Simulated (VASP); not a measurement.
A run of VASP 6.6.1 is set up as follows.

File POSCAR:

```
MoS2
1.0
    1.6238280111      0.9375175511      6.6226131817
   -1.6238280111      0.9375175511      6.6226131817
    0.0000000000     -1.8750350669      6.6226131867
Mo S
1 2
Direct
    0.0001084225      0.0001084225      0.0001084225
    0.2562334940      0.2562334940      0.2562334940
    0.4106580834      0.4106580834      0.4106580834
```

The input INCAR.step1:

```
ALGO = Normal ; EDIFF = 1E-4
ENCUT = 520 ; GGA = PE
ISMEAR = -1 ; LASPH = T
LCHARG = F ; LREAL = F
LWAVE = T ; NBANDS = 20
NELM = 100 ; PREC = Accurate
SIGMA = 0.02
```

The input INCAR.step2:

```
ALGO = Normal ; EDIFF = 1E-6
ENCUT = 520 ; ISIF = 2
ISMEAR = -1 ; ISTART = 1
LASPH = T ; LCHARG = F
LMIXTAU = T ; LREAL = F
LWAVE = F ; METAGGA = R2SCAN
NBANDS = 20 ; NELM = 100
PREC = Accurate ; SIGMA = 0.02
```

File KPOINTS:

```
k-points
0
Gamma
  10 10 10
```

Potentials or basis: VASP PAW PBE potentials, release 64 (Mo_sv, S).

Command:

```bash
$ cat potpaw_PBE.64/Mo_sv/POTCAR potpaw_PBE.64/S/POTCAR > POTCAR
$ cp INCAR.step1 INCAR
$ mpirun -np 1 vasp_std > vasp.out
$ cp INCAR.step2 INCAR
$ mpirun -np 1 vasp_std > vasp.out
```

(1) Estimate the pressure.

(2) What does it give for the band gap on the k mesh?

Results:

(1) -3.4 GPa.

(2) 0.98 eV, indirect (least direct gap 1.83 eV).

Caveat: the PAW data sets were made with another functional, which shifts forces and pressure a little.
